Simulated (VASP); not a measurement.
# Be16H (a cell with a defect) in VASP: further runs

Runs on Be16H (a cell with a defect). Level: PBE. Tasks: single point.

Everything below comes from runs of VASP 6.6.1. Logs are shortened: lines on timing, memory, paths and dates and some standing lists are left out, and cuts for length are marked.

## 1. Starting point

The cell holds a defect, 17 atoms: a = 4.580 Å, b = 3.966 Å, c = 7.177 Å, α = 90.00°, β = 90.00°, γ = 90.00°.

The cell was built by a generator and needn't be a form met in nature.

## 2. Single point, PBE

Contents of INCAR:

```
ALGO     = Normal         # electronic algorithm
EDIFF    = 1E-6           # SCF threshold, eV
ENCUT    = 520            # plane-wave cutoff, eV
GGA      = PE             # functional
ISIF     = 2              # what is computed and relaxed
ISMEAR   = -1             # smearing method
LASPH    = True           # aspherical terms in the spheres
LCHARG   = True           # write CHGCAR
LELF     = True           # ELF
LREAL    = Auto         
LVHAR    = True         
LWAVE    = False          # write WAVECAR
NBANDS   = 30             # bands
NELM     = 80             # most SCF steps
PREC     = Accurate       # precision mode
SIGMA    = 0.05           # smearing width, eV
```

Contents of KPOINTS:

```
k-points
0
Gamma
  4 4 3
```

Contents of POSCAR:

```
Be16H
1.0
   -2.2900000000     -3.9663960000      0.0000000000
    3.4350000000     -1.9831980000      0.0000000000
    0.0000000000      0.0000000000      7.1768600000
Be H
16 1
Direct
    0.7502012339      0.5081292069     -0.0065910440
    0.4810932929      0.3406223117      0.2499161193
    0.7502017661      0.5081246127      0.5064211926
    0.5006722028      0.3335444962      0.7499148653
    0.4971195896     -0.0040067365     -0.0054583759
    0.2502007018      0.8282284155      0.2499186274
    0.4971207106     -0.0040094826      0.5052903359
    0.2501998678      0.8266467823      0.7499154226
    0.2501998019      0.4948615855     -0.0015271302
    0.0192882065      0.3406681202      0.2499168160
    0.2501997298      0.4948592085      0.5013595082
   -0.0002660904      0.3335463327      0.7499148653
    0.0032825208     -0.0040055393     -0.0054560072
    0.7501908032      0.8212509285      0.2499161193
    0.0032825793     -0.0040066647      0.5052885245
    0.7502051531      0.8358319652      0.7499157013
    0.7502089324      0.1784039171      0.2499166767
```

Potentials or basis: VASP PAW PBE potentials, release 64 (Be, H).

Launch:

```console
cat potpaw_PBE.64/Be/POTCAR potpaw_PBE.64/H/POTCAR > POTCAR
mpirun -np 1 vasp_std > vasp.out
```

OUTCAR:

```text
EDIFF = 1E-6
   ENCUT = 520
   GGA = PE
   ISIF = 2
   ISMEAR = -1
   LASPH = True
   LREAL = Auto
   NELM = 80
   PREC = Accurate

 ion  position               nearest neighbor table
   1  0.750  0.508  0.993-  16 2.18   4 2.20  12 2.20  14 2.22   5 2.26  13 2.26   9 2.29   9 2.29
                            10 2.31   2 2.31  13 2.34   5 2.34
   2  0.481  0.341  0.250-  17 1.39  10 2.12  11 2.18   9 2.18   6 2.20  14 2.27   5 2.29   7 2.29
                             6 2.29   3 2.31   1 2.31
   3  0.750  0.508  0.506-  16 2.18   4 2.20  12 2.20  14 2.22   7 2.26  15 2.26  11 2.29  11 2.29
                            10 2.31   2 2.31  15 2.34   7 2.34
   4  0.501  0.334  0.750-   3 2.20   1 2.20   7 2.21   5 2.21  11 2.22   9 2.22   8 2.27  16 2.28
                            12 2.29  12 2.29  16 2.30   8 2.31
   5  0.497  0.996  0.995-   8 2.19  16 2.20   4 2.21   6 2.25   1 2.26  13 2.26  14 2.28   9 2.28
                             9 2.29   2 2.29  13 2.32   1 2.34
   6  0.250  0.828  0.250-  10 2.20   2 2.20  11 2.24   9 2.24  15 2.25   7 2.25  13 2.25   5 2.25
                            14 2.29  14 2.29   2 2.29  10 2.29
   7  0.497  0.996  0.505-   8 2.19  16 2.20   4 2.21   6 2.25   3 2.26  15 2.26  14 2.28  11 2.28
                            11 2.29   2 2.29  15 2.32   3 2.34
   8  0.250  0.827  0.750-   7 2.19  15 2.19   5 2.19  13 2.19  11 2.22   9 2.22  12 2.27   4 2.27
                            16 2.29  16 2.29  12 2.31   4 2.31
   9  0.250  0.495  0.998-  10 2.18   2 2.18  12 2.22   4 2.22   8 2.22   6 2.24  13 2.28   5 2.28
                            13 2.29   5 2.29   1 2.29   1 2.29
  10  0.019  0.341  0.250-  17 1.39   2 2.12  11 2.18   9 2.18   6 2.20  14 2.27  15 2.29  13 2.29
                             6 2.29   3 2.31   1 2.31
  11  0.250  0.495  0.501-  10 2.18   2 2.18  12 2.22   4 2.22   8 2.22   6 2.24  15 2.28   7 2.28
                             7 2.29  15 2.29   3 2.29   3 2.29
  12  1.000  0.334  0.750-   3 2.20   1 2.20  15 2.21  13 2.21  11 2.22   9 2.22   8 2.27  16 2.28
                             4 2.29   4 2.29  16 2.30   8 2.31
  13  0.003  0.996  0.995-   8 2.19  16 2.20  12 2.21   6 2.25   1 2.26   5 2.26  14 2.28   9 2.28
                             9 2.29  10 2.29   5 2.32   1 2.34
  14  0.750  0.821  0.250-  17 1.42   3 2.22   1 2.22  10 2.27   2 2.27   7 2.28   5 2.28  13 2.28
                            15 2.28   6 2.29   6 2.29
  15  0.003  0.996  0.505-   8 2.19  16 2.20  12 2.21   6 2.25   3 2.26   7 2.26  14 2.28  11 2.28
                            11 2.29  10 2.29   7 2.32   3 2.34
  16  0.750  0.836  0.750-   1 2.18   3 2.18  15 2.20   7 2.20  13 2.20   5 2.20  12 2.28   4 2.28
                             8 2.29   8 2.29  12 2.30   4 2.30
  17  0.750  0.178  0.250-  10 1.39   2 1.39  14 1.42

  LATTYP: Found a simple orthorhombic cell.
 ALAT       =     3.9663962620
 B/A-ratio  =     1.1547004875
 C/A-ratio  =     1.8094157835

  Lattice vectors:

 A1 = (  -3.4350000000,   1.9831980000,   0.0000000000)
 A2 = (  -2.2900000000,  -3.9663960000,   0.0000000000)
 A3 = (   0.0000000000,   0.0000000000,   7.1768600000)

Analysis of symmetry for initial positions (statically):
[... 169 lines left out ...]
   IALGO  =     38    algorithm
   IMIX   =      4    mixing-type and parameters
     AMIX     =   0.40;   BMIX     =  1.00
     AMIX_MAG =   1.60;   BMIX_MAG =  1.00
  volume/ion in A,a.u.               =       7.67        51.75
  Fermi-wavevector in a.u.,A,eV,Ry     =   1.035573  1.956950 14.591049  1.072412
  Thomas-Fermi vector in A             =   2.169923
   LORBIT       =      0    0 simple, 1 ext, 2 COOP (PROOUT), +10 PAW based schemes
   GGA     = PE    functional components
   LHFCALC =     F    Hartree Fock is set to
   AEXX    =    0.0000 exact exchange contribution
   IVDW    =     0    specifies the selected vdW correction
   LEPSILON=     F    determine dielectric tensor
   LRPA    =     F    only Hartree local field effects (RPA)
 non-spin polarized calculation
  energy-cutoff  :      520.00
  volume of cell :      130.38
 maximum number of plane-waves:      3529
 NGX is ok and might be reduce to    36
   NGX = 17   NGY = 15   NGZ = 27

 number of electron      33.0000000 magnetization

 Free energy of the ion-electron system (eV)
  ---------------------------------------------------
  ext. energy  EPLUGINS =         0.00000000
  ---------------------------------------------------
  free energy    TOTEN  =       -61.30843247 eV

  energy without entropy =      -61.29526996  energy(sigma->0) =      -61.30185122

 E-fermi :   7.3438     XC(G=0): -10.5793

 val. band max:        7.3097172511   @ k =   0.0000   0.0000   0.3333
 cond. band min:       7.4165558995   @ k =   0.2500   0.5000   0.0000
 fundamental gap:      0.1068386485
 Fermi energy:         7.3438460271

 k-point     1 :       0.0000    0.0000    0.0000
  band No.  band energies     occupation
      1      -4.9917      2.00000
      2      -2.9126      2.00000
      3      -2.1879      2.00000
      4      -0.3245      2.00000
      5       0.9637      2.00000
      6       1.5130      2.00000
[... 609 lines left out ...]
     27      12.8144      0.00000
     28      12.9831      0.00000
 [bands above 28 left out]

------------------------ aborting loop because EDIFF is reached ----------------------------------------

  FORCE on cell =-STRESS in cart. coord.  units (eV):
  Direction    XX          YY          ZZ          XY          YZ          ZX
  --------------------------------------------------------------------------------------
  -------------------------------------------------------------------------------------
  Total        0.4357677      0.3476694      3.4600877     -0.0768903      0.0000000      0.0000000
  in kB        5.3551253      4.2724895     42.5208233     -0.9449003      0.0000000      0.0000000
  external PRESSURE =      17.3828127 kB  Pullay stress =       0.0000000 kB

 VOLUME and BASIS-vectors are now :
 -----------------------------------------------------------------------------
  energy-cutoff  :      520.00
  volume of cell :      130.38
      direct lattice vectors                 reciprocal lattice vectors
    -2.290000000 -3.966396000  0.000000000    -0.109170306 -0.189088533  0.000000000
     3.435000000 -1.983198000  0.000000000     0.218340611 -0.126059022  0.000000000
     0.000000000  0.000000000  7.176860000     0.000000000  0.000000000  0.139336702

 POSITION                                       TOTAL-FORCE (eV/Angst)
 -----------------------------------------------------------------------------------
      0.02746     -3.98332      7.12956         0.001024     -0.000520      0.009317
      0.06833     -2.58373      1.79361         0.009612      0.002986      0.000000
      0.02745     -3.98331      3.63451         0.001024     -0.000520     -0.009317
     -0.00081     -2.64735      5.38203         0.001594      0.010830      0.000000
      2.28283     -3.94702      7.13769         0.003923      0.003223      0.000094
      2.27201     -2.63494      1.79363         0.006646     -0.004100      0.000000
[... 9 lines left out ...]
      1.15311     -4.63323      5.38204        -0.003062      0.001986      0.000000
     -1.10516     -3.32944      1.79362        -0.005837      0.003628      0.000000
 -----------------------------------------------------------------------------------
    total drift:                               -0.000440      0.000111     -0.000574

  FREE ENERGIE OF THE ION-ELECTRON SYSTEM (eV)
  ---------------------------------------------------
  free  energy   TOTEN  =       -61.3084324741 eV

  energy  without entropy=      -61.2952699584  energy(sigma->0) =      -61.30185122
```

Run time: 2.6 min. Hardware: 1 thread of Intel Xeon Platinum 8259CL at 2.50GHz (Skylake/Cascade Lake), shared host; peak memory 0.25 GiB.

What came out:

```yaml
Free_energy: -61.3084 eV
Pressure: 1.7 GPa
Largest_force: 0.011 eV/Å
Band_gap_on_the_k_mesh: none (metal or under the smearing width)
```

Forces on the atoms (eV/Å):
```
Be   0.001 -0.001  0.009
Be   0.010  0.003  0.000
Be   0.001 -0.001 -0.009
Be   0.002  0.011  0.000
Be   0.004  0.003  0.000
Be   0.007 -0.004  0.000
Be   0.004  0.003  0.000
Be   0.000  0.000  0.000
Be  -0.003  0.002 -0.001
Be   0.001 -0.010  0.000
Be  -0.003  0.002  0.001
Be  -0.009 -0.007  0.000
Be  -0.001 -0.005  0.000
Be  -0.003  0.002  0.000
Be  -0.001 -0.005  0.000
Be  -0.003  0.002  0.000
H   -0.006  0.004  0.000
```

Caveat: the k mesh is coarse (spacing up to 0.40 Å⁻¹), so the values aren't converged.

## 3. Single point, PBE

Contents of INCAR:

```
  PREC = Accurate
  ENCUT = 520
  EDIFF = 1E-6
  ISMEAR = -1
  SIGMA = 0.05
  LREAL = Auto
  LASPH = T
  NELM = 80
  ALGO = Normal
  ISIF = 2
  LWAVE = F
  LCHARG = F
  GGA = PE
  NBANDS = 30
```

Contents of KPOINTS:

```
regular mesh
0
Gamma
  4 4 3
```

Contents of POSCAR:

```
Be16H
1.0
   -2.2900000000     -3.9663960000      0.0000000000
    3.4350000000     -1.9831980000      0.0000000000
    0.0000000000      0.0000000000      7.1768600000
Be H
16 1
Direct
    0.7501916733      0.5104189030     -0.0064362409
    0.4834461880      0.3387533538      0.2538529385
    0.7501913831      0.5039415625      0.5055968766
    0.5005365434      0.3333070406      0.7502640430
    0.4953914777     -0.0063023337     -0.0063711707
    0.2501928032      0.8276219853      0.2489912023
    0.4980257399     -0.0029630439      0.5035295380
    0.2501911211      0.8262392045      0.7472775002
    0.2501915745      0.4948109769     -0.0017805837
    0.0169203542      0.3387958111      0.2538534958
    0.2501906333      0.4958697381      0.5014655434
   -0.0001488337      0.3333098023      0.7502643217
    0.0049912341     -0.0063010405     -0.0063693593
    0.7501800875      0.8240859972      0.2520110466
    0.0023583478     -0.0029599370      0.5035282840
    0.7501953612      0.8362292218      0.7478659191
    0.7502008749      0.1801001466      0.2077117291
```

Potentials or basis: VASP PAW PBE potentials, release 64 (Be, H).

Launch:

```console
cat potpaw_PBE.64/Be/POTCAR potpaw_PBE.64/H/POTCAR > POTCAR
mpirun -np 1 vasp_std > vasp.out
```

Run time: 3.1 min. Hardware: 1 thread of Intel Xeon Platinum 8259CL at 2.50GHz (Skylake/Cascade Lake), shared host; peak memory 0.25 GiB.

Results (log left out):

* Free energy: -61.4193 eV
* Pressure: 1.3 GPa
* Largest force: 0.627 eV/Å
* Band gap on the k mesh: none (metal or under the smearing width)

Forces on the atoms (eV/Å):
```
Be   0.020 -0.012  0.050
Be  -0.013 -0.009  0.104
Be  -0.030  0.017  0.018
Be   0.002  0.010  0.043
Be  -0.004  0.027  0.027
Be   0.003 -0.002  0.025
Be   0.008 -0.010  0.012
Be  -0.002  0.001  0.000
Be  -0.003  0.001  0.036
Be   0.001  0.016  0.104
Be   0.008 -0.005  0.040
Be  -0.007 -0.006  0.043
Be  -0.025 -0.011  0.027
Be   0.018 -0.011  0.075
Be   0.013 -0.002  0.012
Be   0.002 -0.001  0.012
H    0.010 -0.005 -0.627
```

Stress tensor (GPa, compression positive):
```
 0.35 -0.25  0.07
-0.25  0.06 -0.04
 0.07 -0.04  3.59
```

Levels at points of the mesh, in eV from the Fermi level:
| k point | band 13 | band 14 | band 15 | band 16 | band 17 | band 18 | band 19 | band 20 |
| --- | --- | --- | --- | --- | --- | --- | --- | --- |
| (0.00, 0.00, 0.00) | -4.08 | -3.70 | -0.83 | 0.09 | 0.33 | 0.70 | 0.85 | 1.03 |
| (0.50, 0.00, 0.00) | -2.56 | -2.46 | -2.41 | -2.40 | -1.02 | 0.13 | 0.40 | 0.49 |
| (0.00, 0.50, 0.00) | -3.73 | -3.69 | -2.66 | -2.61 | -0.36 | 0.68 | 0.71 | 0.80 |
| (0.50, 0.50, 0.00) | -1.18 | -1.05 | -0.93 | -0.87 | -0.15 | 0.37 | 0.51 | 0.61 |

Caveat: the k mesh is coarse (spacing up to 0.40 Å⁻¹), so the values aren't converged.

## 4. Single point, PBE

Contents of INCAR:

```
SYSTEM = Be16H
PREC = Accurate
ENCUT = 520
EDIFF = 1E-6
ISMEAR = -1
SIGMA = 0.05
LREAL = Auto
LASPH = .True.
NELM = 80
ALGO = Fast
ISIF = 2
LWAVE = .False.
LCHARG = .False.
GGA = PE
NBANDS = 30
```

Contents of KPOINTS:

```
regular mesh
0
Gamma
  4 4 3
  0 0 0
```

Contents of POSCAR:

```
Be16H
1.0
   -2.2900000000     -3.9663960000      0.0000000000
    3.4350000000     -1.9831980000      0.0000000000
    0.0000000000      0.0000000000      7.1768600000
Be H
16 1
Direct
    0.7501808829      0.5110329613     -0.0047490128
    0.4883359436      0.3354376451      0.2552033898
    0.7501810661      0.4995728214      0.5047832896
    0.4996454694      0.3327712154      0.7507138219
    0.4928576404     -0.0081749646     -0.0061259381
    0.2501843937      0.8267337006      0.2489009121
    0.4985867020     -0.0023337562      0.5014166362
    0.2501815941      0.8258654587      0.7456979793
    0.2501829366      0.4969737772     -0.0021632023
    0.0120172468      0.3354676842      0.2552067339
    0.2501820262      0.4980526463      0.5017493723
    0.0007228107      0.3327741591      0.7507150760
    0.0075013574     -0.0081743498     -0.0061231514
    0.7501735990      0.8281495027      0.2531680986
    0.0017776952     -0.0023316093      0.5014164969
    0.7501842646      0.8376320134      0.7467294889
    0.7501976309      0.1817771688      0.1653982382
```

Launch:

```console
cat potpaw_PBE.64/Be/POTCAR potpaw_PBE.64/H/POTCAR > POTCAR
mpirun -np 1 vasp_std > vasp.out
```

Run time: 2.1 min. Hardware: 1 thread of Intel Xeon Platinum 8259CL at 2.50GHz (Skylake/Cascade Lake), shared host; peak memory 0.25 GiB.

Results (log left out):

| Quantity | Value |
| --- | --- |
| Free energy | -61.6296 eV |
| Pressure | 0.5 GPa |
| Largest force | 0.563 eV/Å |
| Band gap on the k mesh | none (metal or under the smearing width) |

Forces on the atoms (eV/Å):
```
Be   0.007 -0.004  0.064
Be  -0.032 -0.022  0.059
Be  -0.029  0.017  0.017
Be   0.001  0.012  0.039
Be   0.002  0.027  0.041
Be   0.000  0.000  0.034
Be   0.004 -0.006  0.004
Be  -0.002  0.001  0.016
Be   0.013 -0.008  0.033
Be   0.003  0.038  0.059
Be   0.015 -0.009  0.034
Be  -0.010 -0.007  0.039
Be  -0.022 -0.015  0.041
Be   0.024 -0.014  0.054
Be   0.007  0.000  0.004
Be   0.008 -0.005  0.024
H    0.011 -0.006 -0.563
```

Stress tensor (GPa, compression positive):
```
 0.37 -0.69  0.03
-0.69 -0.42 -0.02
 0.03 -0.02  1.44
```

Levels at points of the mesh, in eV from the Fermi level:
| k point | band 13 | band 14 | band 15 | band 16 | band 17 | band 18 | band 19 | band 20 |
| --- | --- | --- | --- | --- | --- | --- | --- | --- |
| (0.00, 0.00, 0.00) | -4.19 | -3.78 | -0.58 | 0.04 | 0.24 | 0.50 | 0.71 | 0.97 |
| (0.50, 0.00, 0.00) | -2.69 | -2.57 | -2.50 | -2.43 | -0.77 | 0.12 | 0.29 | 0.31 |
| (0.00, 0.50, 0.00) | -3.79 | -3.78 | -2.85 | -2.71 | -0.09 | 0.54 | 0.60 | 0.65 |
| (0.50, 0.50, 0.00) | -1.61 | -1.07 | -1.02 | -0.98 | 0.15 | 0.30 | 0.44 | 0.53 |

Caveat: the k mesh is coarse (spacing up to 0.40 Å⁻¹), so the values aren't converged.

(Part 1 of 2 ends here.)
